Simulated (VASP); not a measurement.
# NiSb (Breithauptite): interstitial Li from one void to a neighbouring one, part 4 of 4

Wanted: the minimum-energy path in NiSb (Breithauptite) for this move: interstitial Li from one void to a neighbouring one. The start is a cell from a database of measured crystal structures.

VASP 6.6.1, plane waves and PAW; the level of theory is named at each step.

So far. Step 3 (Relax the start): The run ended after 13 ionic steps, 0.689 eV below its first step, once the forces on the free atoms met EDIFFG = -0.05. Step 4 (Relax the end): The run ended after 9 ionic steps, 0.656 eV below its first step, once the forces on the free atoms met EDIFFG = -0.05.

The database entry behind the starting cell differs from later determinations by our own check (c about 0.3 % short), so it need not match the best structure at ambient conditions.

**5. Nudged elastic band**

Level of this step: PBE, spin-polarised from a ferromagnetic start; plane waves and PAW (Sb, Ni, Li) (VASP).

Images on a straight line between the ends relax across the path, while springs keep them spaced along it.

File INCAR:

```
SYSTEM = LiNi8Sb8
PREC = Normal
ENCUT = 280
EDIFF = 1E-05
NELM = 120
ISMEAR = 1
SIGMA = 0.15
LREAL = Auto
ALGO = Fast
GGA = PE
NBANDS = 91
ISPIN = 2
MAGMOM = 0 0 0 0 0 0 0 0 1 1 1 1 1 1 1 1 0
LASPH = .TRUE.
LMAXMIX = 4
LWAVE = .FALSE.
LCHARG = .FALSE.
IMAGES = 3
SPRING = -5
IBRION = 1
POTIM = 0.3
NSW = 60
EDIFFG = -0.05
ISYM = 0
ISIF = 0
```

File POSCAR:

```
LiNi8Sb8
1.0
   -5.9470815189      3.4335491159      5.1840563396
    5.9470815189     -3.4335491159      5.1840563396
    1.9823605063      3.4335491159     -5.1840563396
Sb Ni Li
8 8 1
Direct
    0.5403244200      0.7077325285      0.4986741200
    0.0300280325      0.2178993780      0.4980013430
    0.0338690999      0.6877561030      0.9710403104
    0.5633184736      0.2176539533      0.0296486416
    0.4632984058      0.3001092613      0.4981684343
    0.9486886803      0.7846021234      0.4983450479
    0.9593752200      0.2909132134      0.9996046109
    0.4601615710      0.7915323269      0.0009220498
    0.2488049203      0.2482893678      0.9943407727
    0.7529122122      0.7517536953      0.0018976854
    0.7437600989      0.2445756311      0.5003512591
    0.2531412277      0.7541484047      0.5017916205
    0.9992061724      0.9988076605      0.0006051994
    0.4968041073      0.4968733848      0.9959233803
    0.4969047206      0.9977188690      0.4994596813
    0.0072331591      0.5067246379      0.5005991708
    0.2081176551      0.0418728747      0.4999174880
```

File KPOINTS:

```
Automatic mesh
0
Gamma
4 4 4
0 0 0
```

File 00/POSCAR:

```
LiNi8Sb8
1.0
   -5.9470815189      3.4335491159      5.1840563396
    5.9470815189     -3.4335491159      5.1840563396
    1.9823605063      3.4335491159     -5.1840563396
Sb Ni Li
8 8 1
Direct
    0.5403244200      0.7077325285      0.4986741200
    0.0300280325      0.2178993780      0.4980013430
    0.0338690999      0.6877561030      0.9710403104
    0.5633184736      0.2176539533      0.0296486416
    0.4632984058      0.3001092613      0.4981684343
    0.9486886803      0.7846021234      0.4983450479
    0.9593752200      0.2909132134      0.9996046109
    0.4601615710      0.7915323269      0.0009220498
    0.2488049203      0.2482893678      0.9943407727
    0.7529122122      0.7517536953      0.0018976854
    0.7437600989      0.2445756311      0.5003512591
    0.2531412277      0.7541484047      0.5017916205
    0.9992061724      0.9988076605      0.0006051994
    0.4968041073      0.4968733848      0.9959233803
    0.4969047206      0.9977188690      0.4994596813
    0.0072331591      0.5067246379      0.5005991708
    0.2081176551      0.0418728747      0.4999174880
```

File 01/POSCAR:

```
LiNi8Sb8
1.0
   -5.9470815189      3.4335491159      5.1840563396
    5.9470815189     -3.4335491159      5.1840563396
    1.9823605063      3.4335491159     -5.1840563396
Sb Ni Li
8 8 1
Direct
    0.5430076850      0.7094321101      0.4993689370
    0.0310950349      0.2131495737      0.4984071459
    0.0354618682      0.6928830710      0.9784631677
    0.5572984915      0.2153827608      0.0223100042
    0.4642502668      0.2948878262      0.4987422415
    0.9510540250      0.7861587248      0.4988703688
    0.9536186721      0.2888793445      0.9923924647
    0.4616647574      0.7965220141      0.0081927813
    0.2485514429      0.2486059420      0.9960761578
    0.7515711889      0.7506422333      0.0010471418
    0.7464807206      0.2472304340      0.5001927727
    0.2516573831      0.7522854685      0.5017202691
    0.9999581850      0.9997136930      0.0013317163
    0.4974473868      0.4975785021      0.9964493782
    0.4960350325      0.9964012865      0.4997628605
    0.0059102448      0.5053811766      0.5005559659
    0.2291861924      0.1460174102      0.5000410427
```

File 02/POSCAR:

```
LiNi8Sb8
1.0
   -5.9470815189      3.4335491159      5.1840563396
    5.9470815189     -3.4335491159      5.1840563396
    1.9823605063      3.4335491159     -5.1840563396
Sb Ni Li
8 8 1
Direct
    0.5456909500      0.7111316917      0.5000637540
    0.0321620374      0.2083997694      0.4988129488
    0.0370546365      0.6980100391      0.9858860250
    0.5512785094      0.2131115682      0.0149713668
    0.4652021278      0.2896663912      0.4993160486
    0.9534193697      0.7877153263      0.4993956896
    0.9478621242      0.2868454757      0.9851803184
    0.4631679438      0.8015117013      0.0154635127
    0.2482979656      0.2489225161      0.9978115428
    0.7502301656      0.7495307713      0.0001965981
    0.7492013422      0.2498852370      0.5000342862
    0.2501735384      0.7504225322      0.5016489178
    1.0007101976      1.0006197256      0.0020582332
    0.4980906663      0.4982836194      0.9969753761
    0.4951653444      0.9950837040      0.5000660396
    0.0045873304      0.5040377153      0.5005127610
    0.2502547297      0.2501619456      0.5001645974
```

File 03/POSCAR:

```
LiNi8Sb8
1.0
   -5.9470815189      3.4335491159      5.1840563396
    5.9470815189     -3.4335491159      5.1840563396
    1.9823605063      3.4335491159     -5.1840563396
Sb Ni Li
8 8 1
Direct
    0.5483742151      0.7128312733      0.5007585710
    0.0332290398      0.2036499651      0.4992187517
    0.0386474048      0.7031370071      0.9933088822
    0.5452585273      0.2108403757      0.0076327293
    0.4661539888      0.2844449561      0.4998898558
    0.9557847144      0.7892719278      0.4999210104
    0.9421055763      0.2848116068      0.9779681722
    0.4646711301      0.8065013885      0.0227342442
    0.2480444882      0.2492390902      0.9995469278
    0.7488891423      0.7484193093     -0.0006539455
    0.7519219639      0.2525400400      0.4998757998
    0.2486896938      0.7485595960      0.5015775664
    1.0014622101      1.0015257582      0.0027847500
    0.4987339458      0.4989887368      0.9975013740
    0.4942956564      0.9937661214      0.5003692188
    0.0032644160      0.5026942540      0.5004695561
    0.2713232670      0.3543064811      0.5002881520
```

File 04/POSCAR:

```
LiNi8Sb8
1.0
   -5.9470815189      3.4335491159      5.1840563396
    5.9470815189     -3.4335491159      5.1840563396
    1.9823605063      3.4335491159     -5.1840563396
Sb Ni Li
8 8 1
Direct
    0.5510574801      0.7145308549      0.5014533880
    0.0342960422      0.1989001608      0.4996245546
    0.0402401731      0.7082639752      1.0007317395
    0.5392385452      0.2085691832      0.0002940919
    0.4671058498      0.2792235210      0.5004636630
    0.9581500591      0.7908285292      0.5004463313
    0.9363490284      0.2827777380      0.9707560260
    0.4661743165      0.8114910757      0.0300049757
    0.2477910108      0.2495556644      1.0012823129
    0.7475481190      0.7473078473     -0.0015044891
    0.7546425856      0.2551948429      0.4997173134
    0.2472058492      0.7466966598      0.5015062150
    1.0022142227      1.0024317907      0.0035112669
    0.4993772253      0.4996938541      0.9980273719
    0.4934259683      0.9924485389      0.5006723980
    0.0019415017      0.5013507927      0.5004263512
    0.2923918043      0.4584510166      0.5004117067
```

Potentials, in the order of the species: Sb, Ni and Li (PBE family, release 64).

Run with:

```console
$ mpirun -np 3 vasp_std
```

What it wrote:

```text
[banner, memory and clock lines left out]
running    3 mpi-ranks, on    1 nodes
 each image running on    1 cores
[...]
01/POSCAR found :  3 types and      17 ions
 LDA part: xc-table for (Slater+PW92), standard interpolation
[...]
00/POSCAR found :  3 types and      17 ions
[...]
04/POSCAR found :  3 types and      17 ions
 POSCAR, INCAR and KPOINTS ok, starting setup
[...]
entering main loop
       N       E                     dE             d eps       ncg     rms          rms(c)
DAV:   1     0.641234966397E+03    0.64123E+03   -0.30668E+04 13104   0.831E+02
DAV:   2    -0.306872519757E+02   -0.67192E+03   -0.63404E+03 13655   0.246E+02
DAV:   3    -0.854833651699E+02   -0.54796E+02   -0.51797E+02 14751   0.824E+01
DAV:   4    -0.870739492543E+02   -0.15906E+01   -0.15807E+01 14759   0.147E+01
[...]
RMM:  18    -0.803880559891E+02   -0.30439E-04   -0.10771E-04 12896   0.449E-02    0.595E-02
RMM:  19    -0.803880357443E+02    0.20245E-04   -0.49949E-05 11887   0.332E-02    0.123E-02
RMM:  20    -0.803880355611E+02    0.18324E-06   -0.15845E-05  8603   0.134E-02
   1 F= -.80388036E+02 E0= -.80385680E+02  d E =-.803880E+02  mag=    -0.0008
[... from here on, the cycles between the ionic steps are left out ...]
   2 F= -.81270911E+02 E0= -.81269084E+02  d E =-.882876E+00  mag=    -0.0000
   5 F= -.81790965E+02 E0= -.81789315E+02  d E =-.752671E-01  mag=     0.0000
   9 F= -.81899821E+02 E0= -.81897777E+02  d E =-.135137E-01  mag=    -0.0000
  13 F= -.81948730E+02 E0= -.81946634E+02  d E =-.134699E-01  mag=    -0.0000
  17 F= -.82026284E+02 E0= -.82024122E+02  d E =-.186388E-01  mag=    -0.0000
  21 F= -.82059778E+02 E0= -.82057562E+02  d E =-.457750E-02  mag=    -0.0000
  25 F= -.82062476E+02 E0= -.82060247E+02  d E =0.103235E-02  mag=    -0.0000
  29 F= -.82060894E+02 E0= -.82058689E+02  d E =-.619780E-02  mag=    -0.0000
  33 F= -.82074662E+02 E0= -.82072442E+02  d E =-.937598E-02  mag=    -0.0000
  37 F= -.82071769E+02 E0= -.82069541E+02  d E =0.593417E-01  mag=    -0.0000
  41 F= -.82094827E+02 E0= -.82092593E+02  d E =-.874190E-02  mag=    -0.0000
  45 F= -.82101267E+02 E0= -.82099017E+02  d E =-.490292E-02  mag=    -0.0000
  49 F= -.82106993E+02 E0= -.82104745E+02  d E =0.374920E-02  mag=     0.0000
[...]
hard stop encountered!  aborting job ...
[...]
|     The electronic self-consistency was not achieved in the given           |
[...]
soft stop encountered!  aborting job ...
  50 F= -.82104770E+02 E0= -.82102533E+02  d E =-.671087E-02  mag=    -0.0000
```

Elapsed: 2.6 h, on 3 MPI ranks of Intel Xeon 6975P-C (Granite Rapids), shared host; peak memory 1.7 GiB.

The run was stopped at its time limit, so it gives no result of its own.

**6. Results**

```
result : none
```

In words: The session ends without its result: «nudged elastic band» met its time limit.

[Lines on the potential files, build, host, timing and source positions are cut from VASP's logs without a mark.]

[Logs are printed without paths, hosts, clocks, repeated set-up lines and the standing remarks that a program may print on its own settings, such as how far it seeks lower states.]

[Hosts, paths, dates, database ids (printed as entryN), source tags and the programs' standing remarks are cut or masked in the printed files.]

[Runs that stopped without an error message from VASP are left out.]
